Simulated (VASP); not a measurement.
Write the native input for VASP 6.6.1 that does the following.

- Task: relaxation of cell and atoms
- Functional: r2SCAN
- Potentials or basis: VASP PAW PBE potentials, release 64 (Pt, S)
- Cutoff: 600 eV
- k mesh: 9 × 9 × 5
- Occupations: gaussian, width 0.03 eV
- Spin: no spin polarisation
- Further INCAR settings: ALGO = Normal; EDIFF = 1e-06; IBRION = 2; EDIFFG = -0.01; NSW = 90; ISIF = 3

The structure of PtS2 lies in POSCAR:

```
PtS2
1.0
    3.5432000000      0.0000000000      0.0000000000
   -1.7716000000      3.0685012107      0.0000000000
    0.0000000000      0.0000000000      5.0388000000
Pt S
1 2
Direct
    0.0000000000      0.0000000000      0.0000000000
    0.3333333333      0.6666666667      0.2270000000
    0.6666666667      0.3333333333      0.7730000000
```

The input as run:

INCAR

```
PREC = Accurate ; ENCUT = 600
EDIFF = 1E-6 ; ISMEAR = 0
SIGMA = 0.03 ; LREAL = False
LASPH = True ; NELM = 80
ALGO = Normal ; ISIF = 3
LWAVE = False ; LCHARG = False
METAGGA = R2SCAN ; LMIXTAU = True
IBRION = 2 ; NSW = 90
EDIFFG = -0.01
```

KPOINTS

```
regular mesh
0
Gamma
  9 9 5
```

Potentials or basis: VASP PAW PBE potentials, release 64 (Pt, S).

Run with:

```sh
$ cat potpaw_PBE.64/Pt/POTCAR potpaw_PBE.64/S/POTCAR > POTCAR
$ mpirun -np 1 vasp_std > vasp.out
```

It gave:

```yaml
Relaxed_volume: 20.34 Å³/atom
Relaxed_cell: a = 3.550 Å, b = 3.550 Å, c = 5.591 Å, α = 90.00°, β = 90.00°, γ = 120.00°
Space_group_after_relaxing_to_0.05_Å: P-3m1 (No. 164)
Energy_gained_by_relaxing: 43.8 meV/atom
Ionic_steps: 21
Pressure_after_relaxing: 0.0 GPa
Largest_force_after_relaxing: 0.006 eV/Å
Band_gap_on_the_k_mesh: 1.41 eV, indirect (least direct gap 1.48 eV)
```

Caveat: the PAW data sets were made with another functional, which shifts forces and pressure a little; spin-orbit coupling is left out, which moves the levels of the heavy elements; an odd mesh through Γ misses points on the zone boundary, where band edges often lie; the volume moved by +11 % from the deposited cell, more than functionals usually miss.

Run time: 19 min on 1 thread of Intel(R) Xeon(R) 6975P-C (Granite Rapids), with other jobs on the host, peak memory 0.22 GiB.
